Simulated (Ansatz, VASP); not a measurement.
## Two plane-wave programs on Ir

```
Ir
1.0
     2.54126    0.00000    0.00000
     0.00000    2.54126    0.00000
     0.00000    0.00000    2.54126
Ir
1
Direct
  0.00000 0.00000 0.00000
```

Alike in both runs: functional PBEsol; k mesh 16 × 16 × 16; occupations gaussian, width 0.1 eV; no spin polarisation.

Ansatz relaxed the structure, and its values are those at the end. VASP's run is a single point on that final structure, the one shown.

|  | VASP | Ansatz |
| --- | --- | --- |
| version | VASP 6.6.1 | Ansatz 0.2.0 |
| potentials or method | VASP PAW PBE potentials, release 64 (Ir) | scalar-relativistic, plane waves, PAW |
| plane-wave cutoff (eV) | 520 | 420 |
| valence electrons in the cell | 9 | 17 |

|  | VASP | Ansatz | Ansatz less VASP |
| --- | --- | --- | --- |
| gap on the k mesh at the Fermi level (eV) | none | none | - |
| pressure (GPa) | 0.5 | 0.0 | -0.47 |

A gap of «none» marks a metal or a gap that the smearing closes. The two sets of potentials don't hold the same shells in valence.

Caveats: the PAW data sets were made with another functional, which shifts forces and pressure a little (VASP). The runs have no spin-orbit coupling, so splittings on Ir are missing.
